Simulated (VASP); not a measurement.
## AlP: single point with PBEsol

**The experiment to reproduce.**

A printed reference work, data compilation reports, for a bulk crystal of AlP at 4.2 K: band gap 2.505 eV (indirect).

Crystal: AlP.

```xyz
2
Lattice="0.0000 2.7255 2.7255 2.7255 0.0000 2.7255 2.7255 2.7255 0.0000" Properties=species:S:1:pos:R:3 pbc="T T T"
Al    0.0000    0.0000    0.0000
P     1.3627    1.3627    1.3627
```

| Property | Result |
| --- | --- |
| Program | VASP 6.6.1 |
| Task | single point |
| Functional | PBEsol |
| Potentials or basis | VASP PAW PBE potentials, release 64 (Al, P) |
| Cutoff | 500 eV |
| k mesh | 8 × 8 × 8 |
| Occupations | fermi-dirac, width 0.02 eV |
| Spin | no spin polarisation |
| Dipole correction | no |
| Further INCAR settings | ALGO = Normal; EDIFF = 1e-06; NBANDS = 11 |

```yaml
Pressure: 1.0 GPa
Band_gap_on_the_k_mesh: 1.43 eV, indirect (least direct gap 3.25 eV)
```

Levels at points of the mesh, in eV from the valence-band top:
```csv
k point,band 2,band 3,band 4,band 5,band 6,band 7
"(0.00, 0.00, 0.00)",0.00,0.00,0.00,3.25,4.52,4.52
"(0.50, 0.00, 0.00)",-5.60,-0.77,-0.77,2.75,4.75,4.75
"(0.50, 0.50, 0.00)",-5.36,-2.13,-2.13,1.43,2.37,11.03
```

It used 20 s of CPU time on 1 thread of AMD EPYC 7R13 Processor (Zen 3), with other jobs on the host.

Against the measured gap of AlP, 2.505 eV (indirect; 4.2 K; a printed reference work, data compilation), the calculated 1.43 eV is off by -1.08 eV. The value is that of PBEsol on a finite k mesh, which can miss the band edges, without temperature or zero-point motion. Semilocal functionals fall short of measured gaps as a rule.

Caveat: the PAW data sets were made with another functional, which shifts forces and pressure a little.
